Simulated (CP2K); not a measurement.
The system is N.

```
N
1.0
     2.51947    0.00000    0.00000
    -1.25974    2.18193    0.00000
     0.00000    0.00000    2.44600
N
2
Direct
  0.33333 0.66667 0.75000
  0.66667 0.33333 0.25000
```

The real solid is made of molecules; this cell is a model form.

Base run:

```yaml
Program: CP2K 2026.2
Functional: PBEsol
Potentials_or_basis: POTENTIAL_UZH N GTH-PBE-q5; TZVP-MOLOPT-PBE-GTH basis
Density_cutoff: 9184 eV
k_mesh: 12 × 12 × 11
Occupations: fermi-dirac, width 0.05 eV
Spin: no spin polarisation
```

Its results: band gap on the k mesh none (metal or under the smearing width); pressure 1.3 GPa.

Question: After a change of settings the same cell gave: band gap on the k mesh none (metal or under the smearing width); pressure 10.5 GPa. Which change was it?
A. functional from PBEsol to vdW-DF-cx
B. functional from PBEsol to r2SCAN
C. functional from PBEsol to rev-vdW-DF2
D. functional from PBEsol to LDA

Answer: C.

Caveats: the potentials were made for another functional, which shifts forces and pressure; the basis of atomic orbitals isn't converged, which shifts pressures, moduli and gaps.
